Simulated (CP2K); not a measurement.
**CdO (Monteponite) in CP2K: the effect of dispersion**

CdO (Monteponite):

```xyz
2
Lattice="3.3227 0.0000 0.0000 1.6613 2.8775 0.0000 1.6613 0.9592 2.7130" Properties=species:S:1:pos:R:3 pbc="T T T"
Cd    0.0000    0.0000    0.0000
O     3.3227    1.9184    1.3565
```

Alike in all runs:

```yaml
Program: CP2K 2026.2
Task: single point
Functional: revPBE
Potentials_or_basis: POTENTIAL_UZH Cd GTH-PBE-q12, O GTH-PBE-q6; TZVP-MOLOPT-PBE-GTH basis
Density_cutoff: 8163 eV
k_mesh: 10 × 10 × 10
Occupations: fermi-dirac, width 0.05 eV
Spin: no spin polarisation
```

```tsv
dispersion	pressure (GPa)
none	10.3
D3	?
D3(BJ)	3.4
D4	3.5
D3(BJ)+ATM	3.7
```

Problem. What does the run with dispersion D3 give?

Solution. Pressure 8.4 GPa.

Caveats: the potentials were made for another functional, which shifts forces and pressure; the basis of atomic orbitals isn't converged, which shifts pressures, moduli and gaps; pairwise dispersion overbinds metals, which lowers pressure and volume (some runs).
